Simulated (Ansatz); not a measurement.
Starting cell, MgF2 (rutile):

```
CELL_PARAMETERS angstrom
      4.69838     0.00000     0.00000
      0.00000     4.69838     0.00000
      0.00000     0.00000     3.09284
ATOMIC_POSITIONS crystal
  Mg 0.00000 0.00000 0.00000
  Mg 0.50000 0.50000 0.50000
  F  0.30358 0.30358 0.00000
  F  0.80358 0.19642 0.50000
  F  0.19642 0.80358 0.50000
  F  0.69642 0.69642 0.00000
```

In this cell atom 6 (F, nearest neighbour Mg at 2.017 Å; its periodic images, 3.1 Å or more away, move with it) is moved by s towards the nearest neighbour, unit vector (0.707, 0.707, 0.000); all other atoms and the cell stay fixed.

These are PBE (plane waves to 420 eV, PAW, scalar-relativistic; Ansatz, an electronic-structure program) values and carry that method's errors. k mesh 6×6×9 (Γ-centred), Fermi-Dirac smearing 0.05 eV. E stands for the smeared free energy. MgF2 was relaxed with its symmetry unable to fall. The zero of ΔE is the undisplaced structure.

```csv
s (Å),ΔE (meV/cell)
-0.400,847
-0.320,533
-0.240,296
-0.160,132
-0.080,33
0.000,0
0.080,35
0.160,149
0.240,362
0.320,706
0.400,1233
```

Q: What force constant k = d²E/ds² at s = 0 does the table give?

A: 11 eV/Å². It is the second difference of the nearest points, corrected with the next pair.

Q: With k = 10.63 eV/Å² from the forces, is the well harmonic out to s = 0.400 Å?

A: ½ks² = 850 meV/cell against the computed 1233 meV/cell, so the well is stiffer than harmonic there.

(A displaced cell: forces are minus the slopes of the energy, force constants its curvatures, and phonons follow from these.)
